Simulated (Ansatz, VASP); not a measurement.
**Pd in VASP and in Ansatz**

```
Pd
1.0
     0.00000    1.94650    1.94650
     1.94650    0.00000    1.94650
     1.94650    1.94650    0.00000
Pd
1
Direct
  0.00000 0.00000 0.00000
```

Alike in both runs: functional PBEsol; k mesh 12 × 12 × 12; occupations fermi-dirac, width 0.05 eV; no spin polarisation.

```csv
,VASP,Ansatz
version,VASP 6.6.1,Ansatz 0.2.0
potentials or method,"VASP PAW PBE potentials, release 64 (Pd), cutoff 520 eV","all-electron LAPW, inner shells corrected to Dirac's equation"
task,single point,band structure
```

VASP gave:

| Quantity | Value |
| --- | --- |
| gap on the k mesh at the Fermi level (eV) | none |
| pressure (GPa) | -3.2 |

Q: What did Ansatz give for the same quantities?

A: gap on the k mesh at the Fermi level (eV): none; pressure (GPa): -2.9.

A gap of «none» marks a metal or a gap that the smearing closes. Ansatz ran all-electron here, so the differences hold the error of VASP's frozen core and of both bases.

Caveats: the PAW data sets were made with another functional, which shifts forces and pressure a little (VASP).
